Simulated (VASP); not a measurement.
# Ag in VASP: relaxation of the atoms with r2SCAN+rVV10

Aim: the relaxation of the atoms of Ag with r2SCAN+rVV10.

Program: VASP 6.6.1. These are calculated values, not measurements. Logs are shortened: lines on timing, memory, paths and dates and some standing lists are left out, and cuts for length are marked.

## (1) The structure

The cell holds a slab with vacuum, 4 atoms: a = 2.939 Å, b = 2.939 Å, c = 30.086 Å, α = 90.00°, β = 90.00°, γ = 120.00°.

The cell was built by a generator and needn't be a form met in nature.

## (2) Relaxation of the atoms, r2SCAN+rVV10

INCAR reads:

```
PREC = Accurate
ENCUT = 520
EDIFF = 1E-6
ISMEAR = 1
SIGMA = 0.1
LREAL = False
LASPH = True
NELM = 120
ALGO = Normal
ISIF = 2
LWAVE = False
LCHARG = False
LDIPOL = True
IDIPOL = 3
DIPOL = 0.5 0.5 0.500
METAGGA = R2SCAN
LMIXTAU = True
LUSE_VDW = True
IVDW_NL = 2
BPARAM = 11.95
CPARAM = 0.0093
IBRION = 2
NSW = 90
EDIFFG = -0.02
```

KPOINTS reads:

```
regular mesh
0
Gamma
  15 15 1
```

POSCAR reads:

```
Ag
1.0
    2.9393625700      0.0000000000      0.0000000000
   -1.4696812800      2.5455626200      0.0000000000
    0.0000000000      0.0000000000     30.0862216700
Ag
4
Direct
    0.3333330000      0.6666670000      0.3853510200
    0.0000000000      0.0000000000      0.4617814500
    0.6666670000      0.3333330000      0.5382185500
    0.3333330000      0.6666670000      0.6146489800
```

Potentials or basis: VASP PAW PBE potentials, release 64 (Ag).

On the command line:

```sh
$ cat potpaw_PBE.64/Ag/POTCAR > POTCAR
$ mpirun -np 1 vasp_std > vasp.out
```

OUTCAR:

```text
PREC = Accurate
   ENCUT = 520
   EDIFF = 1E-6
   ISMEAR = 1
   LREAL = False
   LASPH = True
   NELM = 120
   ISIF = 2
   METAGGA = R2SCAN
   IVDW_NL = 2
   BPARAM = 11.95
   IBRION = 2
   NSW = 90
   EDIFFG = -0.02

 ion  position               nearest neighbor table
   1  0.333  0.667  0.385-   2 2.86   2 2.86   2 2.86
   2  0.000  0.000  0.462-   1 2.86   1 2.86   1 2.86   3 2.86   3 2.86   3 2.86
   3  0.667  0.333  0.538-   4 2.86   4 2.86   4 2.86   2 2.86   2 2.86   2 2.86
   4  0.333  0.667  0.615-   3 2.86   3 2.86   3 2.86

  LATTYP: Found a hexagonal cell.
 ALAT       =     2.9393625700
 C/A-ratio  =    10.2356279477

  Lattice vectors:

 A1 = (   2.9393625700,   0.0000000000,   0.0000000000)
 A2 = (  -1.4696812800,   2.5455626200,   0.0000000000)
 A3 = (   0.0000000000,   0.0000000000,  30.0862216700)

Analysis of symmetry for initial positions (statically):
=====================================================================
 Subroutine PRICEL returns:
 Original cell was already a primitive cell.

 Routine SETGRP: Setting up the symmetry group for a
 hexagonal supercell.

 Subroutine GETGRP returns: Found 12 space group operations
 (whereof  6 operations were pure point group operations)
 out of a pool of 24 trial point group operations.

The static configuration has the point symmetry C_3v.
 The point group associated with its full space group is D_3d.

Analysis of symmetry for dynamics (positions and initial velocities):
=====================================================================
 Subroutine PRICEL returns:
 Original cell was already a primitive cell.

 Routine SETGRP: Setting up the symmetry group for a
 hexagonal supercell.

 Subroutine GETGRP returns: Found 12 space group operations
 (whereof  6 operations were pure point group operations)
 out of a pool of 24 trial point group operations.

The dynamic configuration has the point symmetry C_3v.
 The point group associated with its full space group is D_3d.

 Subroutine INISYM returns: Found 12 space group operations
 (whereof  6 operations are pure point group operations),
 and found     1 'primitive' translations

----------------------------------------------------------------------------------------

                                     Primitive cell

  volume of cell :     225.1151

  direct lattice vectors                    reciprocal lattice vectors
     2.939362570  0.000000000  0.000000000     0.340209816  0.196420231  0.000000000
    -1.469681280  2.545562620  0.000000000     0.000000000  0.392840464  0.000000000
     0.000000000  0.000000000 30.086221670     0.000000000  0.000000000  0.033237806

  length of vectors
     2.939362570  2.939362536 30.086221670     0.392840459  0.392840464  0.033237806

  position of ions in fractional coordinates (direct lattice)
     0.333333000  0.666667000  0.385351020
     0.000000000  0.000000000  0.461781450
     0.666667000  0.333333000  0.538218550
     0.333333000  0.666667000  0.614648980

  ion indices of the primitive-cell ions
   primitive index   ion index
                 1           1
                 2           2
                 3           3
                 4           4

----------------------------------------------------------------------------------------

 KPOINTS: regular mesh

Automatic generation of k-mesh.
 Grid dimensions read from file:
 generate k-points for:   15   15    1

 Generating k-lattice:

  Cartesian coordinates                     Fractional coordinates (reciprocal lattice)
     0.022680654  0.013094682  0.000000000     0.066666667  0.000000000  0.000000000
     0.000000000  0.026189364  0.000000000     0.000000000  0.066666667  0.000000000
     0.000000000  0.000000000  0.033237806     0.000000000  0.000000000  1.000000000

  Length of vectors
     0.026189364  0.026189364  0.033237806

  Shift w.r.t. Gamma in fractional coordinates (k-lattice)
     0.000000000  0.000000000  0.000000000

 Subroutine IBZKPT returns following result:
 ===========================================

 Found     27 irreducible k-points:

 Following reciprocal coordinates:
            Coordinates               Weight
  0.000000  0.000000  0.000000      1.000000
  0.066667 -0.000000  0.000000      6.000000
  0.133333 -0.000000  0.000000      6.000000
  0.200000 -0.000000  0.000000      6.000000
  0.266667 -0.000000  0.000000      6.000000
  0.333333  0.000000  0.000000      6.000000
[... 16 lines left out ...]
  0.333333  0.200000  0.000000     12.000000
  0.400000  0.200000  0.000000      6.000000
 [... further k-points ...]
   k-points           NKPTS =     27   k-points in BZ     NKDIM =     27   number of bands    NBANDS=     26
   number of dos      NEDOS =    301   number of ions     NIONS =      4
   total plane-waves  NPLWV = 129024
   dimension x,y,z NGX =    24 NGY =   24 NGZ =  224
   dimension x,y,z NGXF=    48 NGYF=   48 NGZF=  448
   ions per type =               4
   NGX,Y,Z   is equivalent  to a cutoff of  13.57, 13.57, 12.38 a.u.
   NGXF,Y,Z  is equivalent  to a cutoff of  27.15, 27.15, 24.75 a.u.
 SYSTEM =  unknown system
   PREC   = accura    normal or accurate (medium, high low for compatibility)
   ISTART =      0    job   : 0-new  1-cont  2-samecut
   ICHARG =      2    charge: 1-file 2-atom 10-const
   ISPIN  =      1    spin polarized calculation?
   LNONCOLLINEAR =      F non collinear calculations
   LSORBIT =      F    spin-orbit coupling
   LASPH  =      T    aspherical Exc in radial PAW
   ENCUT  =  520.0 eV  38.22 Ry    6.18 a.u.   5.47  5.47 55.94*2*pi/ulx,y,z
   NELM   =    120;   NELMIN=  2; NELMDL= -5     # of ELM steps
   EDIFF  = 0.1E-05   stopping-criterion for ELM
   LREAL  =      F    real-space projection
   EDIFFG = -.2E-01   stopping-criterion for IOM
   NSW    =     90    number of steps for IOM
   IBRION =      2    ionic relax: 0-MD 1-quasi-New 2-CG
   NFREE  =      1    steps in history (QN), initial steepest desc. (CG)
   ISIF   =      2    stress and relaxation
   ISYM   =      2    0-nonsym 1-usesym 2-fastsym
   POTIM  = 0.5000    time-step for ionic-motion
   TEBEG  =    0.0;   TEEND  =   0.0 temperature during run
   PSTRESS=    0.0 pullay stress
   NELECT =      44.0000    total number of electrons
   NUPDOWN=      -1.0000    fix difference up-down
   EMIN   =  10.00;   EMAX   =-10.00  energy-range for DOS
   EFERMI =   0.00;   METHOD = LEGACY
   ISMEAR =     1;   SIGMA  =   0.10  broadening in eV -4-tet -1-fermi 0-gaus
   EFERMI_NEDOS =   21; number of points for ismear=-14 and -15
   IALGO  =     38    algorithm
   IMIX   =      4    mixing-type and parameters
     AMIX     =   0.40;   BMIX     =  1.00
     AMIX_MAG =   1.60;   BMIX_MAG =  1.00
  volume/ion in A,a.u.               =      56.28       379.79
  Fermi-wavevector in a.u.,A,eV,Ry     =   0.950074  1.795380 12.281176  0.902641
  Thomas-Fermi vector in A             =   2.078417
   LORBIT       =      0    0 simple, 1 ext, 2 COOP (PROOUT), +10 PAW based schemes
   METAGGA = R2SCAN    functional components
   LHFCALC =     F    Hartree Fock is set to
   AEXX    =    0.0000 exact exchange contribution
   IVDW_NL    =     2    kernel type
   BPARAM     =11.9500
   IVDW    =     0    specifies the selected vdW correction
   LEPSILON=     F    determine dielectric tensor
   LRPA    =     F    only Hartree local field effects (RPA)
 conjugate gradient relaxation of ions
 non-spin polarized calculation
 Methfessel and Paxton  Order N= 1 SIGMA  =   0.10
  energy-cutoff  :      520.00
  volume of cell :      225.12
 maximum number of plane-waves:      6171
 NGX is ok and might be reduce to    24
   NGX = 11   NGY = 11   NGZ =111

 dipolmoment           0.000000      0.000000     -0.000000 electrons x Angstroem

--------------------------------------- Ionic step        1  -------------------------------------------

 number of electron      44.0000012 magnetization

 Free energy of the ion-electron system (eV)
  ---------------------------------------------------
  ext. energy  EPLUGINS =         0.00000000
  ---------------------------------------------------
  free energy    TOTEN  =       -83.00797877 eV

  energy without entropy =      -83.00663339  energy(sigma->0) =      -83.00753031

------------------------ aborting loop because EDIFF is reached ----------------------------------------

  FORCE on cell =-STRESS in cart. coord.  units (eV):
  Direction    XX          YY          ZZ          XY          YZ          ZX
  --------------------------------------------------------------------------------------
  -------------------------------------------------------------------------------------
  Total       -2.2368893     -2.2368892      0.2451386     -0.0000000      0.0000000      0.0000000
  in kB      -15.9202717    -15.9202712      1.7446879     -0.0000000      0.0000000      0.0000000
  external PRESSURE =     -10.0319517 kB  Pullay stress =       0.0000000 kB

 VOLUME and BASIS-vectors are now :
 -----------------------------------------------------------------------------
  energy-cutoff  :      520.00
  volume of cell :      225.12
      direct lattice vectors                 reciprocal lattice vectors
     2.939362570  0.000000000  0.000000000     0.340209816  0.196420231  0.000000000
    -1.469681280  2.545562620  0.000000000     0.000000000  0.392840464  0.000000000
     0.000000000  0.000000000 30.086221670     0.000000000  0.000000000  0.033237806
[... 115 lines left out ...]
 POSITION                                       TOTAL-FORCE (eV/Angst)
 -----------------------------------------------------------------------------------
     -0.00000      1.69704     11.59260        -0.000000      0.000000     -0.016020
      2.93936      0.00000     13.88907        -0.000000     -0.000000     -0.025380
      1.46968      0.84852     16.19715         0.000000      0.000000      0.025380
     -0.00000      1.69704     18.49362         0.000000     -0.000000      0.016020
 -----------------------------------------------------------------------------------
    total drift:                                0.000431     -0.000249      0.000061

  FREE ENERGIE OF THE ION-ELECTRON SYSTEM (eV)
  ---------------------------------------------------
  free  energy   TOTEN  =       -83.0092471146 eV

  energy  without entropy=      -83.0079018440  energy(sigma->0) =      -83.00879869

--------------------------------------- Ionic step        5  -------------------------------------------

 number of electron      44.0000016 magnetization

 dipolmoment           0.000000      0.000000      0.000000 electrons x Angstroem

 Free energy of the ion-electron system (eV)
  ---------------------------------------------------
  ext. energy  EPLUGINS =         0.00000000
  ---------------------------------------------------
  free energy    TOTEN  =       -83.00938201 eV

  energy without entropy =      -83.00800183  energy(sigma->0) =      -83.00892195

 E-fermi :  -0.4281     XC(G=0):  -4.4949

 val. band max:       -0.5833673806   @ k =   0.4000   0.0667   0.0000
 cond. band min:      -0.4246748908   @ k =   0.2000   0.2000   0.0000
 fundamental gap:      0.1586924898
 Fermi energy:        -0.4281420756

 k-point     1 :       0.0000    0.0000    0.0000
  band No.  band energies     occupation
      1      -8.0566      2.00000
      2      -7.1926      2.00000
      3      -6.8959      2.00000
      4      -6.7358      2.00000
      5      -5.6675      2.00000
      6      -5.6675      2.00000
[... 18 lines left out ...]
     25      -0.0718     -0.00001
     26       3.6022      0.00000
[... 644 lines left out ...]
      4      -6.2468      2.00000
      5      -6.1655      2.00000
      6      -6.0598      2.00000
[... 18 lines left out ...]
     25       3.9226      0.00000
     26       4.5660      0.00000

 [... further k-points ...]

------------------------ aborting loop because EDIFF is reached ----------------------------------------

 vacuum level on the upper side and lower side of the slab       (xc-potential included)         0.025         0.024

  FORCE on cell =-STRESS in cart. coord.  units (eV):
  Direction    XX          YY          ZZ          XY          YZ          ZX
  --------------------------------------------------------------------------------------
  -------------------------------------------------------------------------------------
  Total       -2.3201324     -2.3201323      0.1212656     -0.0000000      0.0000000      0.0000000
  in kB      -16.5127251    -16.5127246      0.8630649     -0.0000000      0.0000000      0.0000000
  external PRESSURE =     -10.7207950 kB  Pullay stress =       0.0000000 kB

 VOLUME and BASIS-vectors are now :
 -----------------------------------------------------------------------------
  energy-cutoff  :      520.00
  volume of cell :      225.12
      direct lattice vectors                 reciprocal lattice vectors
     2.939362570  0.000000000  0.000000000     0.340209816  0.196420231  0.000000000
    -1.469681280  2.545562620  0.000000000     0.000000000  0.392840464  0.000000000
     0.000000000  0.000000000 30.086221670     0.000000000  0.000000000  0.033237806

 POSITION                                       TOTAL-FORCE (eV/Angst)
 -----------------------------------------------------------------------------------
     -0.00000      1.69704     11.59072        -0.000000     -0.000000     -0.017413
     -0.00000      0.00000     13.88690         0.000000     -0.000000     -0.009600
      1.46968      0.84852     16.19932        -0.000000      0.000000      0.009600
     -0.00000      1.69704     18.49551         0.000000     -0.000000      0.017413
 -----------------------------------------------------------------------------------
    total drift:                                0.000431     -0.000249      0.000062

  FREE ENERGIE OF THE ION-ELECTRON SYSTEM (eV)
  ---------------------------------------------------
  free  energy   TOTEN  =       -83.0093820087 eV

  energy  without entropy=      -83.0080018307  energy(sigma->0) =      -83.00892195

 reached required accuracy - stopping structural energy minimisation

 vacuum level on the upper side and lower side of the slab         3.964         3.965
```

It took 89 min on 1 thread of AMD EPYC 9R14 (Zen 4), shared host; peak memory 0.89 GiB.

Results:

```yaml
Free_energy: -83.0094 eV
Energy_gained_by_relaxing: 0.4 meV/atom
Ionic_steps: 5
Largest_force_after_relaxing: 0.017 eV/Å
Band_gap_on_the_k_mesh: none (metal or under the smearing width)
```

Forces on the atoms (eV/Å):
```
Ag   0.000  0.000 -0.017
Ag   0.000  0.000 -0.010
Ag   0.000  0.000  0.010
Ag   0.000  0.000  0.017
```

The path:
```csv
step,energy change (eV),largest force (eV/Å),pressure (GPa)
1,0.0000,0.0689,-1.00
2,-0.0012,0.0320,-1.05
3,-0.0012,0.0305,-1.05
4,-0.0013,0.0254,-1.06
5,-0.0014,0.0174,-1.07
```

Final structure:
```
CELL_PARAMETERS angstrom
2.93936 0.00000 0.00000
-1.46968 2.54556 0.00000
0.00000 0.00000 30.08622
ATOMIC_POSITIONS crystal
Ag 0.33333 0.66667 0.38525
Ag 0.00000 0.00000 0.46157
Ag 0.66667 0.33333 0.53843
Ag 0.33333 0.66667 0.61475
```

Caveat: the PAW data sets were made with another functional, which shifts forces and pressure a little.
